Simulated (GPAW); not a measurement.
The system is Te.

```
Te
1.0
     4.45400    0.00000    0.00000
    -2.22700    3.85728    0.00000
     0.00000    0.00000    5.92400
Te
3
Cartesian
  1.6279 2.8197 0.0000
  -0.5991 1.0376 3.9493
  1.1981 0.0000 1.9747
```

| Item | Value |
| --- | --- |
| Program | GPAW 26.7.0 |
| Task | relaxation of cell and atoms |
| Functional | PBE |
| Dispersion | D4 |
| Potentials or basis | GPAW PAW data sets (gpaw-data 1.2.1) |
| Cutoff | 600 eV |
| Basis | pw |
| k mesh | 7 × 7 × 5 |
| Occupations | fermi-dirac, width 0.05 eV |
| Spin | no spin polarisation |

At the start: pressure -1.2 GPa; volume 33.93 Å³/atom.

Problem. How do energy, volume and symmetry change on relaxing?

Solution. Over 23 steps the energy falls by 13.9 meV/atom and the volume is 31.82 Å³/atom (-6.2 %); space group P3_121 (No. 152, to 0.05 Å).

Step by step:
```
step  energy change (eV)  largest force (eV/Å)  pressure (GPa)  volume (Å³)
   1              0.0000                0.1156           -1.19       101.78
   2             -0.0023                0.1215           -1.10       101.52
   3             -0.0064                0.1317           -0.94       101.03
   4             -0.0115                0.1431           -0.72       100.35
   5             -0.0172                0.1512           -0.46        99.53
   6             -0.0226                0.1509           -0.21        98.66
   7             -0.0277                0.1384            0.00        97.82
   8             -0.0322                0.1124            0.13        97.06
   9             -0.0363                0.0709            0.17        96.38
  10             -0.0393                0.0175            0.11        95.82
  11             -0.0401                0.0380           -0.02        95.36
  12             -0.0402                0.0373           -0.02        95.36
  13             -0.0402                0.0360           -0.01        95.36
  14             -0.0404                0.0341           -0.01        95.35
  15             -0.0405                0.0316            0.00        95.35
  16             -0.0406                0.0286            0.01        95.34
  17             -0.0408                0.0252            0.02        95.34
  18             -0.0410                0.0215            0.02        95.34
  19             -0.0411                0.0172            0.03        95.34
  20             -0.0413                0.0124            0.03        95.35
  21             -0.0415                0.0072            0.03        95.38
  22             -0.0416                0.0020            0.01        95.41
  23             -0.0417                0.0030           -0.01        95.45
```

Final structure:
```xyz
3
Lattice="4.3037 0.0000 0.0000 -2.1519 3.7272 0.0000 0.0000 0.0000 5.9505" Properties=species:S:1:pos:R:3 pbc="T T T"
Te    1.5388    2.6653    0.0000
Te   -0.6130    1.0618    3.9670
Te    1.2261    0.0000    1.9835
```

Caveat: later steps reuse the first step's grids.
